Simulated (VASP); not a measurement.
A run of VASP 6.6.1 is set up as follows.

Contents of INCAR:

```
SYSTEM = NbH2
  PREC = Accurate
  ENCUT = 520
  EDIFF = 1E-6
  ISMEAR = 0
  SIGMA = 0.1
  LREAL = .False.
  LASPH = .True.
  NELM = 60
  ALGO = Fast
  ISIF = 2
  LWAVE = .False.
  LCHARG = .False.
  GGA = PS
  NBANDS = 14
```

The input KPOINTS:

```
regular mesh
0
Gamma
  6 6 6
  0 0 0
```

Contents of POSCAR:

```
NbH2
1.0
    0.0000000000      2.2815000000      2.2815000000
    2.2815000000      0.0000000000      2.2815000000
    2.2815000000      2.2815000000      0.0000000000
Nb H
1 2
Direct
    0.0000000000      0.0000000000      0.0000000000
    0.2500000000      0.2500000000      0.2500000000
    0.7500000000      0.7500000000      0.7500000000
```

Potentials or basis: VASP PAW PBE potentials, release 64 (Nb_sv, H).

The run is started by

```sh
$ cat potpaw_PBE.64/Nb_sv/POTCAR potpaw_PBE.64/H/POTCAR > POTCAR
$ mpirun -np 1 vasp_std > vasp.out
```

(1) Predict the band gap on the k mesh.

(2) Estimate the pressure.

Answers

(1) none (metal or under the smearing width).

(2) -6.1 GPa.

Caveat: the k mesh is coarse (spacing up to 0.40 Å⁻¹), so the values aren't converged; the PAW data sets were made with another functional, which shifts forces and pressure a little.
